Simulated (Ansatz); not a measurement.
ZrC:

```
CELL_PARAMETERS angstrom
0.00000 2.36500 2.36500
2.36500 0.00000 2.36500
2.36500 2.36500 0.00000
ATOMIC_POSITIONS crystal
Zr 0.50000 0.50000 0.50000
C 0.00000 0.00000 0.00000
```

| Quantity | Value |
| --- | --- |
| Program | Ansatz 0.2.0 |
| Task | relaxation of cell and atoms |
| Functional | PBEsol |
| Potentials or basis | Ansatz PAW |
| Cutoff | 420 eV (not typed: the program's choice for these potentials) |
| k mesh | 10 × 10 × 10 |
| Occupations | fermi-dirac, width 0.05 eV |
| Spin | no spin polarisation |
| Hubbard terms | Zr d U = 3 eV |

At the start: volume 13.23 Å³/atom.

Q: How do energy, volume and symmetry change on relaxing?

A: It ends after 5 steps and the volume is 12.97 Å³/atom (-1.9 %); space group Fm-3m (No. 225, to 0.05 Å).

Step by step:
```csv
step,energy change (eV),largest force (eV/Å),volume (Å³)
1,0.0000,0.0000,26.46
2,-0.0017,0.0000,25.46
3,-0.0077,0.0000,25.95
4,-0.0077,0.0000,25.94
5,-0.0071,0.0000,25.94
```

Final structure:
```
CELL_PARAMETERS angstrom
0.00000 2.34954 2.34954
2.34954 0.00000 2.34954
2.34954 2.34954 0.00000
ATOMIC_POSITIONS crystal
Zr 0.50000 0.50000 0.50000
C 0.00000 0.00000 0.00000
```

Caveat: the plane-wave basis is chosen anew once the cell has moved, so the energies of steps on either side of that aren't comparable; U without spin polarisation on a metal has little footing; the PAW data sets come from PBE, with cores solved anew for the run's functional, which leaves a small shift of forces and pressure; the U is typed as a test and isn't derived for this compound.
